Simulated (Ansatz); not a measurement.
Runs of Ansatz 0.2.0 on Gd. Symmetry: Im-3m, No. 229, cubic system. Conventional cell: a = 4.050 Å, b = 4.050 Å, c = 4.050 Å, α = 90.00°, β = 90.00°, γ = 90.00°. Around Gd (site symmetry m-3m) lie 8 Gd at 3.51 Å. This isn't the form of Gd at room conditions, which is hcp.

```csv
task,level,spin,fixed moment (μB),k mesh,cutoff (eV),points for each segment of the path,gap on the mesh (eV),pressure (GPa),moment (μB)
single point,PBE,"collinear, ferromagnetic start",7.0,8 × 8 × 8,420,-,-,0.3,7.00
single point,PBE,"collinear, ferromagnetic start",10.5,8 × 8 × 8,420,-,-,(a),10.50
band structure,r2SCAN,"non-collinear, ferromagnetic start, SOC",-,9 × 9 × 9,500,14,none,0.3,7.96
single point,PBE,"collinear, program default start",0.0,8 × 8 × 8,420,-,-,(b),0.00
single point,PBE,"collinear, ferromagnetic start",14.0,8 × 8 × 8,420,-,-,9.9,14.00
single point,PBE,"collinear, ferromagnetic start",1.8,8 × 8 × 8,420,-,-,(c),1.80
band structure,r2SCAN,"collinear, ferromagnetic start",-,9 × 9 × 9,500,14,none,0.4,7.99
single point,PBE,"collinear, ferromagnetic start",8.8,8 × 8 × 8,420,-,-,2.3,8.80
```

Alike in all rows: potentials or basis Ansatz PAW; cell as given; smearing fermi-dirac 0.05 eV.

Fill in the values left out.

(a) 1.8; (b) -2.3; (c) 1.4.

Caveats: spin-orbit coupling is left out, which moves the levels of the heavy elements (some runs); the total moment is fixed, so each spin has its own Fermi level (some runs); the thresholds are loose for stress (some runs); the magnetic or orbital state may not be the lowest (some runs); the PAW data sets come from PBE, with cores solved anew for the run's functional, which leaves a small shift of forces and pressure (some runs).

A k mesh can miss the band edges, and rows without SOC leave out spin-orbit coupling on Gd.

A gap of «none» marks a metal or a gap under the smearing width.
